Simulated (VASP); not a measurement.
# NbAs: restarted molecular dynamics, 2 variants

NbAs, I4_1md (no. 109), 8 atoms in the cell. PBE, molecular dynamics; PAW potentials Nb_pv, As (PBE set).

| Restart from | Temperature at the end (K) | The same without a restart (K) | Potential energy at the end (eV/atom) | The same without a restart (eV/atom) | Electronic steps in the first step after the restart | Time (s) |
|---|---|---|---|---|---|---|
| CONTCAR with velocities, WAVECAR read | 335.0 | 335.0 | -7.98569 | -7.98569 | 5 | 230 |
| CONTCAR with velocities, no WAVECAR | 335.0 | 335.0 | -7.98570 | -7.98569 | 21 | 317 |

Limits: 180 fs of 8 atoms are too short for converged averages; the cell is only 3.5 Å across, so each atom moves in step with near copies of itself.

## Input of the first row

INCAR.step1:
```
SYSTEM = NbAs
GGA = PE
PREC = Normal
ENCUT = 210
EDIFF = 1E-6
NELMIN = 4
NELM = 60
ALGO = Fast
LREAL = Auto
LASPH = .TRUE.
ISMEAR = -1
SIGMA = 0.05
ISYM = 0
LWAVE = .TRUE.
LCHARG = .FALSE.
IBRION = 0
NSW = 30
POTIM = 3.0
TEBEG = 1000
ISIF = 2
RANDOM_SEED = 19678 0 0
MDALGO = 2
SMASS = -3
KPAR = 2
```

INCAR.step2, as INCAR.step1 but for:
```
- LWAVE = .TRUE.
+ LWAVE = .FALSE.
```

KPOINTS:
```
k-points
0
Monkhorst-Pack
  4 4 1
```

POSCAR.step1:
```
NbAs
1.0
    3.4517000000      0.0000000000      0.0000000000
    0.0000000000      3.4517000000      0.0000000000
    0.0000000000      0.0000000000     11.6800000000
Nb As
4 4
Direct
    0.0000000000      0.5000000000      0.7500000000
    0.5000000000      0.5000000000      0.0000000000
    0.5000000000      0.0000000000      0.2500000000
    0.0000000000      0.0000000000      0.5000000000
    0.0000000000      0.5000000000      0.1660000000
    0.0000000000      0.0000000000      0.9160000000
    0.5000000000      0.0000000000      0.6660000000
    0.5000000000      0.5000000000      0.4160000000
```

Commands (each step's output is kept before the next begins):
```
cat potpaw_PBE.64/Nb_pv/POTCAR potpaw_PBE.64/As/POTCAR > POTCAR
cp INCAR.step1 INCAR
cp POSCAR.step1 POSCAR
mpirun -np 2 vasp_std > vasp.out
cp CONTCAR POSCAR
cp INCAR.step2 INCAR
mpirun -np 2 vasp_std > vasp.out
```

Changes of the last row against the first:
```
(step 1)
- LWAVE = True
+ LWAVE = False
```

VASP 6.6.1 took 230 s on 2 cores (AMD EPYC 7R43 (Zen 3)), a shared host.
